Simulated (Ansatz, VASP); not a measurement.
One calculation of Ag, two programs

The input INCAR:

```
SYSTEM = Ag
ALGO = Fast
EDIFF = 1E-7
ENCUT = 520
GGA = PS
ISIF = 2
ISMEAR = 0
LASPH = .True.
LCHARG = .False.
LREAL = .False.
LWAVE = .False.
NBANDS = 12
NELM = 100
PREC = Accurate
SIGMA = 0.15
```

Contents of KPOINTS:

```
k-points
0
Gamma
  26 26 26
  0 0 0
```

The input POSCAR:

```
Ag
1.0
   -1.5722433941      1.5722433941      1.5319294609
    1.5722433941     -1.5722433941      1.5319294609
    1.5722433941      1.5722433941     -1.5319294609
Ag
1
Direct
    0.0000000000      0.0000000000      0.0000000000
```

Input for Ansatz:

```yaml
crystal:
  lattice:
    - [-1.5722433941, 1.5722433941, 1.5319294609]
    - [1.5722433941, -1.5722433941, 1.5319294609]
    - [1.5722433941, 1.5722433941, -1.5319294609]
  atoms:
    - { symbol: Ag, position: [0.0, 0.0, 0.0] }
basis:
  ecutwfc: 420
kpoints:
  mp_grid: { grid: [26, 26, 26] }
hamiltonian:
  xc: pbesol
scf:
  occupations: { method: gaussian, width: 0.15 }
output:
  forces: true
  stress: true
  eigenvalues: true
```

Change from the starting cell: strain -0.025 along x and y, -0.050 along z, atoms carried along.

Alike in both runs: task single point; functional PBEsol; k mesh 26 × 26 × 26; occupations gaussian, width 0.15 eV; no spin polarisation.

|  | VASP | Ansatz |
| --- | --- | --- |
| version | VASP 6.6.1 | Ansatz 0.2.0 |
| potentials or method | VASP PAW PBE potentials, release 64 (Ag) | scalar-relativistic, plane waves, PAW |
| plane-wave cutoff (eV) | 520 | 420 |
| valence electrons in the cell | 11 | 19 |

Ansatz gave:

```
gap on the k mesh at the Fermi level (eV)       : none
pressure (GPa)                                  : 15.7
largest component of the traceless stress (GPa) : 0.22
```

Q: What did VASP give for the same quantities?

A: gap on the k mesh at the Fermi level (eV): none; pressure (GPa): 15.2; largest component of the traceless stress (GPa): 0.22.

A gap of «none» marks a metal or a gap that the smearing closes. The two sets of potentials don't hold the same shells in valence.

Caveats: so large a pressure means that the cell lies far from this level's equilibrium, or that cutoff or potentials fall short (VASP); the potentials were made for another functional, which shifts forces and pressure (VASP).
